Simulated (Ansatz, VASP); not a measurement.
## BN (Qingsongite): VASP beside Ansatz

Wanted: the spread between two codes on one cell, functional and k mesh.

Main program and level: Ansatz 0.2.0; plane waves, with VASP 6.6.1 beside it; relaxation of cell and atoms at PBE with D3(BJ) and relaxation of cell and atoms at PBE with D4.

## (1) The starting structure

It takes space group F-43m (No. 216, cubic). Conventional cell: a = 3.615 Å, b = 3.615 Å, c = 3.615 Å, α = 90.00°, β = 90.00°, γ = 90.00°. Nearest to B lie 4 N at 1.57 Å. N has 4 B at 1.57 Å nearest. Farther neighbours and most contacts between anions are not listed.

Structure file:

```
B N
1.0
     0.00000    1.80750    1.80750
     1.80750    0.00000    1.80750
     1.80750    1.80750    0.00000
B N
1 1
Direct
  0.00000 0.00000 0.00000
  0.25000 0.25000 0.25000
```

## (2) VASP: relaxation of cell and atoms, PBE with D3(BJ)

The relaxed volume is the usual yardstick between codes: its relative difference is about their pressure difference at one cell divided by the bulk modulus.

Lines of VASP's logs that name or quote its potential files are left out, and so is its time.

INCAR

```
SYSTEM = BN
PREC = Accurate
ENCUT = 560
EDIFF = 1E-06
NELM = 100
ISMEAR = -1
SIGMA = 0.05
LREAL = .FALSE.
ALGO = Normal
GGA = PE
IVDW = 12
NBANDS = 10
LORBIT = 11
LWAVE = .FALSE.
LCHARG = .FALSE.
KPAR = 2
IBRION = 2
NSW = 60
ISIF = 3
EDIFFG = -0.01
```

POSCAR

```
BN
1.0
    0.0000000000      1.8075000000      1.8075000000
    1.8075000000      0.0000000000      1.8075000000
    1.8075000000      1.8075000000      0.0000000000
B N
1 1
Direct
    0.0000000000      0.0000000000      0.0000000000
    0.2500000000      0.2500000000      0.2500000000
```

KPOINTS

```
Automatic mesh
0
Gamma
11 11 11
0 0 0
```

PAW data sets: B and N (PBE family, release 64).

Started as:

```
mpirun -np 2 vasp_std
```

Numbers of over 12 decimals in the logs are rounded to 6 here.

Output:

```text
[banner, memory and clock lines left out]
running    2 mpi-ranks, on    1 nodes
 distrk:  each k-point on    1 cores,    2 groups
 distr:  one band on    1 cores,    1 groups

 POSCAR found type information on POSCAR B N
 POSCAR found :  2 types and       2 ions
 LDA part: xc-table for (Slater+PW92), standard interpolation
 POSCAR, INCAR and KPOINTS ok, starting setup
 FFT: planning ... GRIDC
 FFT: planning ... GRID_SOFT
 FFT: planning ... GRID
 WAVECAR not read
 entering main loop
       N       E                     dE             d eps       ncg     rms          rms(c)
DAV:   1     0.121370737640E+02    0.12137E+02   -0.52765E+03  1144   0.844E+02
DAV:   2    -0.178477129304E+02   -0.29985E+02   -0.28781E+02  1356   0.182E+02
DAV:   3    -0.184156160474E+02   -0.56790E+00   -0.56692E+00  1328   0.222E+01
DAV:   4    -0.184163943547E+02   -0.77831E-03   -0.77824E-03  1240   0.848E-01
DAV:   5    -0.184163950515E+02   -0.69674E-06   -0.69657E-06  1266   0.274E-02    0.669E+00
DAV:   6    -0.175376503936E+02    0.87874E+00   -0.30346E+00  1260   0.112E+01    0.326E+00
DAV:   7    -0.174652786431E+02    0.72372E-01   -0.10097E-01  1224   0.281E+00    0.191E+00
DAV:   8    -0.174509250586E+02    0.14354E-01   -0.37590E-02  1252   0.151E+00    0.194E-01
DAV:   9    -0.174511241387E+02   -0.19908E-03   -0.87971E-04  1188   0.272E-01    0.801E-02
DAV:  10    -0.174512048998E+02   -0.80761E-04   -0.11875E-04  1214   0.103E-01    0.149E-02
DAV:  11    -0.174512099951E+02   -0.50954E-05   -0.96986E-06  1324   0.269E-02    0.101E-02
DAV:  12    -0.174512099687E+02    0.26485E-07   -0.17669E-06   716   0.101E-02
   1 F= -.17869577E+02 E0= -.17869577E+02  d E =-.178696E+02
 curvature:   0.00 expect dE= 0.000E+00 dE for cont linesearch  0.000E+00
 trial: gam= 0.00000 g(F)=  0.264E-47 g(S)=  0.249E-02 ort = 0.000E+00 (trialstep = 0.100E+01)
 search vector abs. value=  0.249E-02
 bond charge predicted
       N       E                     dE             d eps       ncg     rms          rms(c)
DAV:   1    -0.174484696400E+02    0.27404E-02   -0.86729E-02  1200   0.256E+00    0.394E-01
DAV:   2    -0.174457023853E+02    0.27673E-02   -0.11387E-02  1248   0.754E-01    0.111E-01
DAV:   3    -0.174455747524E+02    0.12763E-03   -0.39071E-04  1172   0.175E-01    0.438E-02
DAV:   4    -0.174455355891E+02    0.39163E-04   -0.48742E-05  1240   0.573E-02    0.124E-02
DAV:   5    -0.174455351508E+02    0.43828E-06   -0.27353E-06  1022   0.125E-02
   2 F= -.17869569E+02 E0= -.17869569E+02  d E =0.734551E-05
 trial-energy change:    0.000007  1 .order    0.000036   -0.002487    0.002558
 step:   0.5013(harm=  0.4929)  dis= 0.00000  next Energy=   -17.870204 (dE=-0.627E-03)
 bond charge predicted
       N       E                     dE             d eps       ncg     rms          rms(c)
DAV:   1    -0.174497468174E+02   -0.42112E-02   -0.21446E-02  1194   0.127E+00    0.197E-01
DAV:   2    -0.174490535622E+02    0.69326E-03   -0.28732E-03  1254   0.377E-01    0.548E-02
DAV:   3    -0.174490210387E+02    0.32524E-04   -0.94616E-05  1180   0.864E-02    0.218E-02
DAV:   4    -0.174490101013E+02    0.10937E-04   -0.12190E-05  1238   0.286E-02    0.611E-03
DAV:   5    -0.174490096606E+02    0.44075E-06   -0.65764E-07   612   0.617E-03
   3 F= -.17870205E+02 E0= -.17870205E+02  d E =-.628166E-03
 curvature:  -0.25 expect dE=-0.553E-08 dE for cont linesearch -0.553E-08
 trial: gam= 0.00000 g(F)=  0.737E-48 g(S)=  0.224E-07 ort =-0.747E-05 (trialstep = 0.900E+00)
 search vector abs. value=  0.225E-07
 reached required accuracy - stopping structural energy minimisation
```

OUTCAR, selected parts (step 2):

```text
ion  position               nearest neighbor table
   1  0.000  0.000  0.000-   2 1.57   2 1.57   2 1.57   2 1.57
   2  0.250  0.250  0.250-   1 1.57   1 1.57   1 1.57   1 1.57

  LATTYP: Found a face centered cubic cell.
 ALAT       =     3.6150000000

 Subroutine GETGRP returns: Found 24 space group operations
 (whereof 24 operations were pure point group operations)

The static configuration has the point symmetry T_d .

 Found     56 irreducible k-points:

   k-points           NKPTS =     56   k-points in BZ     NKDIM =     56   number of bands    NBANDS=     10

   dimension x,y,z NGX =    20 NGY =   20 NGZ =   20
   dimension x,y,z NGXF=    40 NGYF=   40 NGZF=   40

   ENCUT  =  560.0 eV  41.16 Ry    6.42 a.u.   4.93  4.93  4.93*2*pi/ulx,y,z

   NELECT =       8.0000    total number of electrons

 k-points in reciprocal lattice and weights: Automatic mesh
   0.00000000  0.00000000  0.00000000       0.001
   0.09090909  0.00000000  0.00000000       0.006
   0.18181818  0.00000000  0.00000000       0.006
   0.27272727  0.00000000  0.00000000       0.006
   0.36363636  0.00000000  0.00000000       0.006
   0.45454545  0.00000000  0.00000000       0.006
   0.09090909  0.09090909  0.00000000       0.005
   0.18181818  0.09090909  0.00000000       0.018
   0.27272727  0.09090909  0.00000000       0.018
[...]
-0.36363636  0.45454545  0.18181818       0.018
  -0.27272727  0.45454545  0.18181818       0.018

 Edisp (eV)   -0.42403

 average (electrostatic) potential at core
       1 -24.3797       2 -60.3135

 E-fermi :   8.4329

 k-point     1 :       0.0000    0.0000    0.0000
  band No.  band energies     occupation
      1     -12.8215      2.00000
      2       7.4861      2.00000
      3       7.4861      2.00000
      4       7.4861      2.00000
      5      16.3380      0.00000
      6      16.3380      0.00000
      7      16.3380      0.00000
      8      17.9453      0.00000
      9      32.3651      0.00000
    ...

 k-point     2 :       0.0909    0.0000    0.0000
  band No.  band energies     occupation
      1     -12.6193      2.00000
      2       6.4118      2.00000
      3       7.2718      2.00000
      4       7.2718      2.00000
      5      16.5885      0.00000
      6      16.6629      0.00000
      7      16.6629      0.00000
      8      18.6019      0.00000
      9      32.1051      0.00000
    ...

 k-point     3 :       0.1818    0.0000    0.0000
  band No.  band energies     occupation
      1     -12.0222      2.00000
      2       4.0199      2.00000
      3       6.7681      2.00000
      4       6.7681      2.00000
      5      16.9475      0.00000
      6      17.3803      0.00000
      7      17.3803      0.00000
      8      20.0786      0.00000
      9      31.3862      0.00000
    ...

 Edisp (eV)   -0.42120

  Total       0.00056     0.00056     0.00056    -0.00000     0.00000     0.00000
  in kB       0.07603     0.07603     0.07603    -0.00000     0.00000     0.00000
  external pressure =        0.08 kB  Pullay stress =        0.00 kB

  energy-cutoff  :      560.00
  volume of cell :       11.73
      direct lattice vectors                 reciprocal lattice vectors
    -0.000000000  1.803447992  1.803447992    -0.277246698  0.277246698  0.277246698
     1.803447992 -0.000000000  1.803447992     0.277246698 -0.277246698  0.277246698
     1.803447992  1.803447992  0.000000000     0.277246698  0.277246698 -0.277246698

 POSITION                                       TOTAL-FORCE (eV/Angst)
 -----------------------------------------------------------------------------------
      0.00000      0.00000      0.00000         0.000000      0.000000      0.000000
      0.90172      0.90172      0.90172        -0.000000     -0.000000     -0.000000
 -----------------------------------------------------------------------------------
    total drift:                                0.000000      0.000000      0.000000

  FREE ENERGIE OF THE ION-ELECTRON SYSTEM (eV)
  ---------------------------------------------------
  free  energy   TOTEN  =       -17.8702048512 eV

  energy  without entropy=      -17.8702048512  energy(sigma->0) =      -17.87020485

 reached required accuracy - stopping structural energy minimisation

 total charge
# of ion       s       p       d       tot
------------------------------------------
    1        0.680   1.370   0.000   2.050
    2        1.212   2.766   0.000   3.978
--------------------------------------------------
tot          1.892   4.136   0.000   6.028

[... 3 further parts left out ...]
```

CONTCAR:

```
BN
   1.00000000000000
    -0.0000000000000000    1.8034479922753448    1.8034479922753448
     1.8034479922753448   -0.0000000000000000    1.8034479922753448
     1.8034479922753448    1.8034479922753448    0.0000000000000000
  B               N
     1     1
Direct
     0.0000000000000000    0.0000000000000000    0.0000000000000000
     0.2500000000000000    0.2500000000000000    0.2500000000000000
```

## (3) Ansatz: relaxation of cell and atoms, PBE with D3(BJ)

Ansatz runs on its default PAW (the set named soft_2) files.

The same cell, functional, mesh and smearing now go to Ansatz, which takes its cutoff from its data sets.

input.yaml

```yaml
crystal:
  lattice:
    - [0.0, 1.8075, 1.8075]
    - [1.8075, 0.0, 1.8075]
    - [1.8075, 1.8075, 0.0]
  atoms:
    - { symbol: B, position: [0.0, 0.0, 0.0] }
    - { symbol: "N", position: [0.25, 0.25, 0.25] }
hamiltonian:
  xc: pbe
  pseudopotentials: { kind: paw }
  dispersion: d3bj
kpoints:
  mp_grid: { grid: [11, 11, 11] }
scf:
  occupations: { method: fermi_dirac, width: 0.05 }
relax:
  f_tol: 0.01
  max_steps: 60
  cell: { stress_tol: 0.05 }
output:
  forces: true
  stress: true
  write_density: true
  write_potential: true
  elf: true
  volumetric_format: npy
```

Started as:

```
ansatz run input.yaml --threads 4 --pin off --max-ram 9216MiB --backend cpu --events-out ev --progress --plain --runs-dir out
```

Output:

```text
Engine: ansatz 0.2.0, aarch64-unknown-linux-gnu
Pseudopotentials: kind: paw
Pseudopotential: B, paw, valence charge 3, recommended cutoff 420 eV (normal), B.paw.azcp
Pseudopotential: N, paw, valence charge 5, recommended cutoff 420 eV (normal), N.paw.azcp
Functional definition: PBE
  parameter kappa = 0.804
  parameter beta = 0.066725
  exchange = pbe_x(kappa = kappa, mu = beta*pi^2/3)
  correlation = pbe_c(beta = beta)
Crystal: 2 atoms, lattice volume = 11.810 Å³
Basis set: ecut = 420 eV, 259 PW (Γ), exchange–correlation on 36×36×36 points (8 copies of the dense FFT grid, shifted against one another)
Bands: 8, of which v1, the nominal top of the filled ones, is band 4 counted from 1 (3 counted from 0)
Symmetry: 24 space group operations
Space group: F-43m (ITA 216), of the structure as read, at distance tolerance 2.3e-5 Å
k-points: 56 of 1331 (time reversal used)
Non-local potential: B, projectors of the file, l = 0: 2, l = 1: 2, l = 2: 1
Non-local potential: N, projectors of the file, l = 0: 2, l = 1: 2, l = 2: 1
PAW form: soft (Blöchl's): semilocal exchange-correlation on the pseudo side does not see the compensation charge
PAW one-centre angular grid: B, 110 points (default); XC on 64 Gauss nodes
PAW one-centre angular grid: N, 110 points (default); XC on 64 Gauss nodes
Initial density: superposition of atomic densities (neutral atoms: chi_scale 0, normalization atom), corrected by the library's trained network
Initial wavefunctions: pseudopotential atomic-orbital guess
Functional: x = pbe(κ = 0.804, μ = 0.219515), c = pbe(β = 0.066725)
SCF iter   1: F=—  HF=-542.693132 eV  |F-HF|=—  |Δ(HF+E_count)|=         —  Δρ=1.54e-3  dr2=1.39e-4  ethr=1.77e-3  ⟨swp⟩=4.4  Hψ=2851  notcnv=0
preconditioner: auto → none  [insulator: Δε(μ)=4.578 eV  Ē_g=20.012 eV  σ=0.050 eV  W_gap=1.00  n_scr=0 (ndim 8)  ℏωp=30.6 eV  f_vac=0.000  D(μ)=0.00/eV (n_scr^D=0)  ε∞_Penn≈3.3]
SCF iter   2: F=—  HF=-542.693285 eV  |F-HF|=—  |Δ(HF+E_count)|=   1.53e-4  Δρ=8.16e-4  dr2=2.18e-5  ethr=1.74e-6  ⟨swp⟩=2.1  Hψ=1119  notcnv=0
SCF iter   3: F=—  HF=-542.693334 eV  |F-HF|=—  |Δ(HF+E_count)|=   4.92e-5  Δρ=3.53e-4  dr2=5.33e-6  ethr=2.72e-7  ⟨swp⟩=2.2  Hψ=648  notcnv=0
iter 4 did not close the SCF: its close was put off for the readings that it lacked (scf_convergence_deferred on its scf_iter line)
SCF iter   4: F=-542.693348 eV  HF=-542.693348 eV  |F-HF|=1.65e-8  |Δ(HF+E_count)|=   1.38e-5  Δρ=2.36e-5  dr2=1.89e-8  ethr=6.67e-8  ⟨swp⟩=2.3  Hψ=653  notcnv=0
iter 5 did not close the SCF: its close was put off for the readings that it lacked (scf_convergence_deferred on its scf_iter line)
SCF iter   5: F=-542.693348 eV  HF=-542.693348 eV  |F-HF|=4.69e-9  |Δ(HF+E_count)|=   1.57e-8  Δρ=9.21e-6  dr2=2.49e-9  ethr=2.36e-10  ⟨swp⟩=1.7  Hψ=508  notcnv=0
SCF iter   6: F=-542.693348 eV  HF=-542.693348 eV  |F-HF|=4.43e-12  |Δ(HF+E_count)|=   5.22e-9  Δρ=7.98e-7  dr2=2.47e-11  ethr=3.11e-11  ⟨swp⟩=4.4  Hψ=1989  notcnv=0
SCF 1 converged in 6 iterations: F = -542.693348 eV  dr2 = 2.47e-11
  greatest PAW one-centre occupation: 0.787 electrons in one spin orbital (limit 2), on the N atom at site 1 (counted from 0), in its partial waves of l = 0
relax step   1: F+E_penalty+E_count = -542.69334806 eV  Δ(F+E_penalty+E_count) = +0.000e0 eV  max|allowed force component| = 3.886e-16 eV/Å  Δτ_max = 0.0000 Å  P = -2.652 GPa  Ω = 11.810 Å³  (6 SCF iters, dr2 threshold 1.00e-7 eV, accepted)
[...]
relax step   2: F+E_penalty+E_count = -542.69421731 eV  Δ(F+E_penalty+E_count) = -8.692e-4 eV  max|allowed force component| = 1.845e-16 eV/Å  Δτ_max = 0.0000 Å  P = -1.113 GPa  Ω = 11.763 Å³  energy of the carried Pulay correction = +3.156e-4 eV  (4 SCF iters, dr2 threshold 2.00e-7 eV, accepted)
[...]
relax step   3: F+E_penalty+E_count = -542.69456217 eV  Δ(F+E_penalty+E_count) = -3.449e-4 eV  max|allowed force component| = 1.151e-16 eV/Å  Δτ_max = 0.0000 Å  P = +0.008 GPa  Ω = 11.730 Å³  energy of the carried Pulay correction = +5.432e-4 eV  (4 SCF iters, dr2 threshold 2.00e-7 eV, accepted)
[...]
relax step   4: F+E_penalty+E_count = -542.69411729 eV  Δ(F+E_penalty+E_count) = +4.449e-4 eV  max|allowed force component| = 1.798e-16 eV/Å  Δτ_max = 0.0000 Å  P = -0.070 GPa  Ω = 11.730 Å³  stress off target by 7.00e-2 GPa  SCF on the basis re-selected at this cell (its energy is not comparable with the rows above)  (5 SCF iters)
[...]
relax step   5: F+E_penalty+E_count = -542.69413174 eV  Δ(F+E_penalty+E_count) = -1.445e-5 eV  max|allowed force component| = 1.058e-16 eV/Å  Δτ_max = 0.0000 Å  P = -0.001 GPa  Ω = 11.727 Å³  energy of the carried Pulay correction = +1.398e-5 eV  (3 SCF iters, dr2 threshold 1.23e-8 eV, accepted)
[...]
relax step   6: F+E_penalty+E_count = -542.69399733 eV  Δ(F+E_penalty+E_count) = +1.344e-4 eV  max|allowed force component| = 9.714e-17 eV/Å  Δτ_max = 0.0000 Å  P = -0.006 GPa  Ω = 11.727 Å³  stress off target by 5.96e-3 GPa  SCF on the basis re-selected at this cell (its energy is not comparable with the rows above)  (4 SCF iters)
basis re-selected at this cell: Δ(F+E_penalty+E_count) = +1.344e-4 eV, ΔP = -0.005 GPa vs the last step (what re-selecting the basis moved, of the pressure what is left beyond the Pulay correction that the steps carried, after the strain that the cell walked since its last selection, with what the two solves' SCF thresholds leave and, on support functions, any second-order correction that the steps lacked; it is no m [...]
SCF converged after 4 iterations
Free energy (F): -542.693997 eV
Harris-Foulkes:  -542.693997 eV  (|F-HF|=3.41e-12)
Internal energy: -542.693997 eV  (E = F + TS)
E sigma→0 (E₀):  -542.693997 eV
Fermi energy:    13.570919 eV
--- Per-component energies (eV) ---
  E_band       = 27.068843
  E_kinetic    = 186.038841
  E_local      = -174.607536  (includes V_loc(G=0)·N_el)
  E_nonlocal   = 56.643098
  E_hartree    = 48.925870
  E_xc         = -93.551413
  E_vxc        = -116.368010  (∫ρ·V_xc dr)
  E_paw        = -206.493836  (= ΣΔE_a)
  E_vpaw       = -22.489406  (= ΣTr[D̂ρ^β])
  E_aug_tail   = 0.000104  (compensation charges beyond the density's cutoff)
  E_ewald      = -359.227730
  E_disp       = -0.421396  (pairwise vdW)
  E_smearing   = -0.000000  (= −TS)
  E_closure    = 0.000000  (closes the sum)
  Σ components = -542.693997   (vs F -542.693997, Δ=0.00e0)
--- Forces (eV/Å), atoms counted from 1 ---
  atom   1  B      0.00000000    -0.00000000    -0.00000000
  atom   2  N     -0.00000000    -0.00000000     0.00000000
  max |Σ_I F_I| component: 1.02e-16 eV/Å
--- Stress (GPa, compression-positive) ---
       -0.005963      -0.000000      -0.000000
       -0.000000      -0.005963       0.000000
       -0.000000       0.000000      -0.005963
  P = ⅓ Tr σ = -0.0060 GPa (-0.060 kbar)
--- Band table (eV; the first three rows and the last of 56) ---
  k-point 0: bands = ["-9.0186", "11.2933", "11.2933", "11.2933", "20.1580", "20.1580", "20.1580", "21.7297"]
  k-point 1: bands = ["-8.8162", "10.2207", "11.0802", "11.0802", "20.4031", "20.4827", "20.4827", "22.3922"]
  k-point 2: bands = ["-8.2185", "7.8285", "10.5762", "10.5762", "20.7561", "21.1991", "21.1991", "23.8769"]
  k-point 55: bands = ["-3.1590", "3.4972", "3.9349", "5.5259", "20.6173", "24.4500", "25.8612", "26.7684"]
--- Relaxed structure (4 steps of the walk, 4 accepted, 2 SCFs on fresh bases) ---
  F+E_penalty+E_count = -542.69399733 eV   max|allowed force component| = 9.714e-17 eV/Å   (the final SCF, on the basis selected at the relaxed cell)
  cell:  # Å, volume = 11.7274 Å³
    - [0, 1.803258, 1.803258]
    - [1.803258, 0, 1.803258]
    - [1.803258, 1.803258, 0]
  atoms:
    - { symbol: B, position: [0, 0, 0] }
    - { symbol: N, position: [0.25, 0.25, 0.25] }
```

Wall time 1.6 s (4 threads of Arm Neoverse V1, shared host); peak memory 0.3 GiB; 4.8 s of CPU time.

## (4) Comparison

Known differences besides the potentials themselves: both relaxations stop at a tolerance, which leaves soft axes loose, and VASP keeps its plane-wave basis; the cutoff is 420 eV in Ansatz and 560 eV in VASP; VASP leaves aspherical gradient terms in its spheres out (LASPH is not set), Ansatz keeps them; Ansatz adds a Pulay correction to the stress that steers its cell, VASP none. Total energies have different zeros and are not compared.

Both answers:

```
                                         quantity  Ansatz   VASP  difference
                                      volume (Å³)   11.73  11.73     -0.03 %
edge a after relaxation, in the typed setting (Å)   2.550  2.550     -0.01 %
```

The walks stopped with -0.01 GPa left in Ansatz and 0.01 GPa in VASP; each walk ends within a tolerance, so the volume difference is uncertain by about these residues over the bulk modulus, most in soft cells.

(Part 1 of 2 ends here.)

[Lines on the potential files, build, host, timing and source positions are cut from VASP's logs without a mark.]

[Logs are printed without paths, hosts, clocks, repeated set-up lines and the standing remarks that a program may print on its own settings, such as how far it seeks lower states.]

[Hosts, paths, dates, database ids (printed as entryN), source tags and the programs' standing remarks are cut or masked in the printed files.]
